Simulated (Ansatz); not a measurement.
# InP, one cell by several methods

```xyz
2
Lattice="0.0000 2.8550 2.8550 2.8550 0.0000 2.8550 2.8550 2.8550 0.0000" Properties=species:S:1:pos:R:3 pbc="T T T"
In    0.0000    0.0000    0.0000
P     2.8550    2.8550    2.8550
```

Atom numbers follow the list: In1, P2.

Conventional cell: a = 5.710 Å, b = 5.710 Å, c = 5.710 Å, α = 90.00°, β = 90.00°, γ = 90.00°. In (atom 1) has 6 P at 2.85 Å as nearest neighbours. P (atom 2) is surrounded by 6 In at 2.85 Å.

The geometry is COD entry 1538565, unchecked; take it as a test cell.

No spin–orbit coupling, which matters for the heavy atoms here.

Methods: DFT, LDA, PAW with Ansatz's default frozen-core files, scalar-relativistic (Ansatz 0.2.0); DFT, LDA, all-electron PAW with datasets made for the crystal, scalar-relativistic (Ansatz 0.2.0); DFT, LDA, all-electron LAPW, scalar-relativistic (Ansatz 0.2.0).

For PAW: a Γ-centred 11×11×11 k mesh, Fermi–Dirac smearing of 0.05 eV, cutoff 420 eV, no spin polarisation; the PAW files were made with PBE, and the program remakes their frozen cores for this functional. The crystal-made all-electron datasets (AE datasets) take a cutoff of 240 eV at this cell. LAPW targets a basis error of 1 meV/atom. The Ansatz runs share mesh, smearing and spin set-up. Plane-wave (PAW) pressures include the program's estimate of the Pulay term.

Stress and pressure are positive in compression.

Levels count from the Fermi level.

```
                      quantity     PAW  AE datasets    LAPW
                pressure (GPa)   -9.67        -9.65   -9.65
highest filled level at K (eV)  -1.427       -1.427  -1.427
  lowest empty level at K (eV)   0.014        0.014   0.014
highest filled level at L (eV)  -6.222       -6.222  -6.223
  lowest empty level at L (eV)   0.178        0.178   0.178
highest filled level at Γ (eV)  -0.189       -0.190  -0.190
  lowest empty level at Γ (eV)   7.101        7.101   7.102
```

PAW's pressure differs from the LAPW value by -0.02 GPa. Datasets made for the crystal and LAPW share parts of one code, so their agreement isn't an independent check.
